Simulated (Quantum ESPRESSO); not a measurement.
As:

```xyz
1
Lattice="2.7037 0.0000 0.0000 0.0000 2.7037 0.0000 0.0000 0.0000 2.7037" Properties=species:S:1:pos:R:3 pbc="T T T"
As    1.3518    1.3518    1.3518
```

This isn't the form of As at room conditions, which is rhombohedral.

* Program: Quantum ESPRESSO 7.5
* Task: single point
* Functional: PBEsol
* Potentials or basis: GBRV 1.5 PBEsol
* Cutoff: 612 eV
* Density cutoff: 4898 eV
* k mesh: 10 × 10 × 10
* Occupations: fermi-dirac, width 0.05 eV
* Spin: no spin polarisation

On this cell: pressure -1.1 GPa; band gap on the k mesh none (metal or under the smearing width).

The same run follows on a disturbed copy (cell strained at random at fixed volume):

```
As
1.0
     2.71004   -0.01738   -0.01186
    -0.01738    2.72970    0.03326
    -0.01186    0.03326    2.67219
As
1
Direct
  0.48435 0.50553 0.49638
```

**Question.** What changes?

**Answer.** The energy (extrapolated to zero smearing) moves by +3.8 meV/atom; pressure -1.1 GPa; band gap on the k mesh none (metal or under the smearing width).

Stress tensor (GPa, compression positive):
```
-1.49  0.28  0.41
 0.28 -2.85 -0.83
 0.41 -0.83  1.02
```
